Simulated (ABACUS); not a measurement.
# Pt (Fm-3m) in ABACUS: further runs

The runs below take Pt through single point, relaxation of cell and atoms, with PW91, SCAN.

All numbers are computed with ABACUS 3.10.1; they aren't measurements. Logs are shortened: lines on timing, memory, paths and dates and some standing lists are left out, and cuts for length are marked.

## Step 1: The crystal as given

The structure is cubic, space group Fm-3m (No. 225). Conventional cell: a = 3.922 Å, b = 3.922 Å, c = 3.922 Å, α = 90.00°, β = 90.00°, γ = 90.00°. Pt (site symmetry m-3m) is surrounded by 12 Pt at 2.77 Å.

## Step 2: Single point, PW91

File run_abacus.py:

```python
"""ABACUS run from a structure file: ASE reads it, the script writes STRU, KPT and INPUT."""
import re
import subprocess
from ase.io import read
from ase.units import Bohr

atoms = read("Pt.cif")
atoms = atoms[(-atoms.numbers).argsort(kind="stable")]  # ABACUS lists atoms element by element
pseudo = {'Pt': 'Pt_ONCV_PBE-1.2.upf'}
orbital = {}
magmoms = None
kmesh = [10, 10, 10]
params = {
    'suffix': 'Pt',
    'calculation': 'scf',
    'basis_type': 'pw',
    'pseudo_dir': './',
    'symmetry': 1,
    'dft_functional': 'GGA_X_PW91+GGA_C_PW91',
    'ecutwfc': 84,
    'pseudo_rcut': 10,
    'nspin': 1,
    'nbands': 19,
    'ks_solver': 'dav',
    'smearing_method': 'fd',
    'smearing_sigma': 0.00367493,
    'scf_thr': 1e-08,
    'scf_nmax': 100,
    'mixing_type': 'broyden',
    'mixing_beta': 0.7,
    'cal_force': 1,
    'cal_stress': 1,
    'out_chg': 1,
    'kpar': 4,
}

symbols = atoms.get_chemical_symbols()
elements = list(dict.fromkeys(symbols))
lines = ["ATOMIC_SPECIES"] + [f"{e} {atoms.get_masses()[symbols.index(e)]:.4f} {pseudo[e]}" for e in elements]
if orbital:
    lines += ["", "NUMERICAL_ORBITAL"] + [orbital[e] for e in elements]
lines += ["", "LATTICE_CONSTANT", f"{1 / Bohr:.10f}", "", "LATTICE_VECTORS"]
lines += [" ".join(f"{x:.10f}" for x in v) for v in atoms.cell]
lines += ["", "ATOMIC_POSITIONS", "Direct"]
for e in elements:
    lines += ["", e, "0.0", str(symbols.count(e))]
    for i, p in enumerate(atoms.get_scaled_positions(wrap=False)):
        if symbols[i] == e:
            mag = "" if magmoms is None else " mag " + " ".join(str(x) for x in (magmoms[i] if isinstance(magmoms[i], list) else [magmoms[i]]))
            lines.append(" ".join(f"{x:.10f}" for x in p) + " 1 1 1" + mag)
open("STRU", "w").write("\n".join(lines) + "\n")
open("KPT", "w").write("K_POINTS\n0\nGamma\n%d %d %d 0 0 0\n" % tuple(kmesh))
open("INPUT", "w").write("INPUT_PARAMETERS\n" + "".join(f"{k:<20s}{v}\n" for k, v in params.items()))

done = subprocess.run(['mpirun', '-np', '4', 'abacus'])
if done.returncode:
    raise SystemExit(done.returncode)
log = open("OUT.Pt/running_scf.log").read()
print("final energy (eV):", re.findall(r"FINAL_ETOT_IS (\S+)", log))
```

File Pt.cif:

```cif
data_Pt
_cell_length_a 2.77313137
_cell_length_b 2.77313137
_cell_length_c 2.77313137
_cell_angle_alpha 60.00000000
_cell_angle_beta 60.00000000
_cell_angle_gamma 60.00000000
_space_group_name_H-M_alt 'P1'
_space_group_name_Hall 'P 1'
_space_group_IT_number 1
loop_
_space_group_symop_operation_xyz
'x,y,z'
loop_
_atom_site_label
_atom_site_type_symbol
_atom_site_symmetry_multiplicity
_atom_site_Wyckoff_symbol
_atom_site_fract_x
_atom_site_fract_y
_atom_site_fract_z
_atom_site_occupancy
Pt1 Pt 1 a 0.0000000000 0.0000000000 0.0000000000 1
```

Potentials or basis: SG15 ONCV 1.2 PBE, plane waves.

Command:

```sh
> OMP_NUM_THREADS=1 python run_abacus.py > log
```

running log:

```text
ABACUS v3.10.1

               Atomic-orbital Based Ab-initio Computation at UStc

 ------------------------------------------------------------------------------------

 READING GENERAL INFORMATION
                           global_out_dir = OUT.Pt/
                           global_in_card = INPUT
                               pseudo_dir = ./
                              orbital_dir =
                                    DSIZE = 4
                                    GSIZE = 1

 READING UNITCELL INFORMATION
                                    ntype = 1
                  lattice constant (Bohr) = 1.88973
              lattice constant (Angstrom) = 1

 READING ATOM TYPE 1
                               atom label = Pt
                      L=0, number of zeta = 1
                      L=1, number of zeta = 1
                      L=2, number of zeta = 1
             number of atom for this type = 1

                        TOTAL ATOM NUMBER = 1
DIRECT COORDINATES
    atom                   x                   y                   z     mag                  vx                  vy                  vz
taud_Pt1            0.0000000000        0.0000000000        0.0000000000  0.0000        0.0000000000        0.0000000000        0.0000000000

                          Volume (Bohr^3) = 101.764
                             Volume (A^3) = 15.0798

 Lattice vectors: (Cartesian coordinate: in unit of a_0)
             +2.77313                  +0                  +0
             +1.38657             +2.4016                  +0
             +1.38657           +0.800534            +2.26425
 Reciprocal vectors: (Cartesian coordinate: in unit of 2 pi/a_0)
            +0.360603           -0.208194           -0.147216
                   -0           +0.416389           -0.147216
                   +0                  -0           +0.441647
 The esolver type has been set to : ksdft_pw

                PAO radial cut off (Bohr) = 10

 Read in pseudopotential file is Pt_ONCV_PBE-1.2.upf
                     pseudopotential type = NC
          exchange-correlation functional = PBE
                 nonlocal core correction = 0
                        valence electrons = 18
                                     lmax = 3
                           number of zeta = 0
                     number of projectors = 8
                           L of projector = 0
                           L of projector = 0
                           L of projector = 1
                           L of projector = 1
                           L of projector = 2
                           L of projector = 2
                           L of projector = 3
                           L of projector = 3
 XC functional updated to : GGA_X_PW91+GGA_C_PW91
          exchange-correlation functional = GGA_X_PW91+GGA_C_PW91
     initial pseudo atomic orbital number = 0

 SETUP THE ELECTRONS NUMBER
            electron number of element Pt = 18
      total electron number of element Pt = 18
            AUTOSET number of electrons:  = 18
                           occupied bands = 9
                                   NBANDS = 19
                                   NLOCAL = 9

%%%%%%%%%%%%%%%%%%%%%%%%%%%%%%%%%%%%%%%%%%%%%%%%%%%%%%%%%%%%%%%%%%%%%%%%%%%%%%%%%%%%%%%%%%%%%%%%%%%%%%%%%%
 Warning: the number of valence electrons in pseudopotential > 10 for Pt: [Xe] 4f14 5d9 6s1
 Pseudopotentials with additional electrons can yield (more) accurate outcomes, but may be less efficient.
 If you're confident that your chosen pseudopotential is appropriate, you can safely ignore this warning.
%%%%%%%%%%%%%%%%%%%%%%%%%%%%%%%%%%%%%%%%%%%%%%%%%%%%%%%%%%%%%%%%%%%%%%%%%%%%%%%%%%%%%%%%%%%%%%%%%%%%%%%%%%

 SETUP THE PLANE WAVE BASIS
 energy cutoff for charge/potential (unit:Ry) = 336
            fft grid for charge/potential = [ 32, 32, 32 ]
                        fft grid division = [ 1, 1, 1 ]
        big fft grid for charge/potential = [ 32, 32, 32 ]
                                     nbxx = 32768
                                     nrxx = 32768

 SETUP PLANE WAVES FOR CHARGE/POTENTIAL
                    number of plane waves = 10657
                         number of sticks = 649

 PARALLEL PW FOR CHARGE/POTENTIAL
     PROC   COLUMNS(POT)             PW
        1            649          10657
 --------------- sum -------------------
        1            649          10657
                            number of |g| = 158
                                  max |g| = 30.3631
                                  min |g| = 0

----------- Double Check Mixing Parameters Begin ------------
mixing_type: broyden
mixing_beta: 0.7
mixing_gg0: 1
mixing_gg0_min: 0.1
mixing_ndim: 8
----------- Double Check Mixing Parameters End ------------

 LATTICE VECTORS: (CARTESIAN COORDINATE: IN UNIT OF A0)
             +2.77313                  +0                  +0
             +1.38657             +2.4016                  +0
             +1.38657           +0.800534            +2.26425
                       right hand lattice = 1
                                   NORM_A = 2.77313
                                   NORM_B = 2.77313
                                   NORM_C = 2.77313
                           ALPHA (DEGREE) = 60
                           BETA  (DEGREE) = 60
                           GAMMA (DEGREE) = 60

 The lattice vectors have been changed (STRU_SIMPLE.cif)

(for optimal symmetric configuration:)
                             BRAVAIS TYPE = 3
                     BRAVAIS LATTICE NAME = 03. Cubic F (face-centered)
                                    ibrav = 3
                                    IBRAV = 3
                                  BRAVAIS = FACE CENTERED CUBIC
                       LATTICE CONSTANT A = 3.9218
Original cell was already a primitive cell.
                        ROTATION MATRICES = 48
              PURE POINT GROUP OPERATIONS = 48
                   SPACE GROUP OPERATIONS = 48
                              POINT GROUP = O_h
               POINT GROUP IN SPACE GROUP = O_h

 SETUP K-POINTS
                                    nspin = 1
                   Input type of k points = Monkhorst-Pack(Gamma)
                                   nkstot = 1000
                       right hand lattice = 1
(for reciprocal lattice: )
                             BRAVAIS TYPE = 2
                     BRAVAIS LATTICE NAME = 02. Cubic I (body-centered)
                                    ibrav = 2
                       right hand lattice = 1
(for k-lattice: )
                             BRAVAIS TYPE = 2
                     BRAVAIS LATTICE NAME = 02. Cubic I (body-centered)
                                    ibrav = 2
                       right hand lattice = 1
                        ROTATION MATRICES = 48
                               nkstot_ibz = 47
K-POINTS REDUCTION ACCORDING TO SYMMETRY
     IBZ    DIRECT_X    DIRECT_Y    DIRECT_Z  WEIGHT  ibz2bz
       1  0.00000000  0.00000000  0.00000000  0.0010       0
       2  0.10000000  0.10000000  0.10000000  0.0080       1
       3  0.20000000  0.20000000  0.20000000  0.0080       2
       4  0.30000000  0.30000000  0.30000000  0.0080       3
       5  0.40000000  0.40000000  0.40000000  0.0080       4
       6  0.50000000  0.50000000  0.50000000  0.0040       5
[... 22 lines left out ...]
      29  0.50000000  0.50000000  0.10000000  0.0240      45
      30 -0.20000000  0.40000000  0.40000000  0.0120      46
[... 17 further k points ...]

                               nkstot now = 47
[... K-POINTS DIRECT COORDINATES: 47 rows ...]

           k-point number in this process = 12
       minimum distributed K point number = 11
[... stars of the k points ...]

[... K-POINTS CARTESIAN COORDINATES: 12 rows ...]

[... K-POINTS DIRECT COORDINATES: 12 rows ...]

 SETUP PLANE WAVES FOR WAVE FUNCTIONS
     energy cutoff for wavefunc (unit:Ry) = 84
              fft grid for wave functions = [ 32, 32, 32 ]
                    number of plane waves = 1687
                         number of sticks = 187

 PARALLEL PW FOR WAVE FUNCTIONS
     PROC   COLUMNS(POT)             PW
        1            187           1687
 --------------- sum -------------------
        1            187           1687

 SETUP NONLOCAL PSEUDOPOTENTIALS IN PLANE WAVE BASIS
 Pt non-local projectors:
 projector 1 L=0
 projector 2 L=0
 projector 3 L=1
 projector 4 L=1
 projector 5 L=2
 projector 6 L=2
 projector 7 L=3
 projector 8 L=3
      TOTAL NUMBER OF NONLOCAL PROJECTORS = 32

 Init Non-Local PseudoPotential table :
 Init Non-Local-Pseudopotential done.

                                     npwx = 1363

 -------------------------------------------
 SELF-CONSISTENT
 -------------------------------------------
                                 init_chg = atomic

 PW ALGORITHM --------------- ION=   1  ELEC=   1--------------------------------
 Notice: Threshold on eigenvalues was too large.
 hsover_error=0.18 > DRHO=0.00526153
 Origin diag ethr = 0.01
 New diag ethr = 2.92307e-05

 Density error is 0.00339013470376
                          Error Threshold = 2.92307008992e-05
----------------------------------------------------------
     Energy           Rydberg                 eV
----------------------------------------------------------
 E_KohnSham     -242.7079179967      -3302.2106344716
 E_Harris       -243.1866264257      -3308.7237967870
 E_Fermi        1.7265177670         23.4904793297
----------------------------------------------------------
[... 51 lines left out ...]
 Density error is 3.00751438547e-10
                          Error Threshold = 1.06145374226e-10
----------------------------------------------------------
     Energy           Rydberg                 eV
----------------------------------------------------------
 E_KohnSham     -242.7086123673      -3302.2200818689
 E_KS(sigma->0) -242.7081761027      -3302.2141461844
 E_Harris       -242.7086822904      -3302.2210332214
 E_band         -9.5948395414        -130.5444891582
 E_one_elec     -58.7106810303       -798.7997954730
 E_Hartree      39.7991250160        541.4948756315
 E_xc           -23.3549918235       -317.7609655425
 E_Ewald        -200.4411920003      -2727.1423251158
 E_entropy(-TS) -0.0008725292        -0.0118713691
 E_descf        0.0000000000         0.0000000000
 E_exx          0.0000000000         0.0000000000
 E_Fermi        1.7155634083         23.3414376336
----------------------------------------------------------

 charge density convergence is achieved
 final etot is -3302.2200819 eV
 EFERMI = 23.341437634 eV

 STATE ENERGY(eV) AND OCCUPATIONS    NSPIN == 1
 1/12 kpoint (Cartesian) = 0.0000 0.0000 0.0000 (1363 pws)
       1       -75.3439     0.00200000
       2       -29.2683     0.00200000
       3       -29.2683     0.00200000
       4       -29.2683     0.00200000
       5        13.1034     0.00200000
       6        19.5274     0.00200000
[... 11 lines left out ...]
      18        55.1930        0.00000
      19        57.6435        0.00000
[... 88 lines left out ...]
       3       -29.3370     0.00800000
       4       -29.3370     0.00800000
       5        15.9918     0.00800000
       6        19.4599     0.00800000
[... 11 lines left out ...]
      18        58.4371        0.00000
      19        58.4371        0.00000

[... levels at 6 further k points ...]

------------------------------------------------------------------------------------------
 TOTAL-FORCE (eV/Angstrom)
------------------------------------------------------------------------------------------
                       Pt1         0.0000000000         0.0000000000         0.0000000000
------------------------------------------------------------------------------------------

----------------------------------------------------------------
 TOTAL-STRESS (KBAR)
----------------------------------------------------------------
       121.3136714422         0.0000000000         0.0000000000
         0.0000000000       121.3136714373         0.0000000000
         0.0000000000         0.0000000000       121.3136714388
----------------------------------------------------------------
 TOTAL-PRESSURE: 121.313671 KBAR

 --------------------------------------------
 !FINAL_ETOT_IS -3302.2200818689184416 eV
 --------------------------------------------
```

Run time: 7.6 s. Hardware: 4 MPI ranks of Intel Xeon Platinum 8375C at 2.90GHz (Ice Lake), shared host; peak memory 0.36 GiB.

What came out:

- Free energy: -3302.2201 eV
- Pressure: 12.1 GPa
- Band gap on the k mesh: none (metal or under the smearing width)

Caveat: the potentials were made for another functional, which shifts forces and pressure. The run has no spin-orbit coupling, so splittings on Pt are missing.

(Part 1 of 3 ends here.)
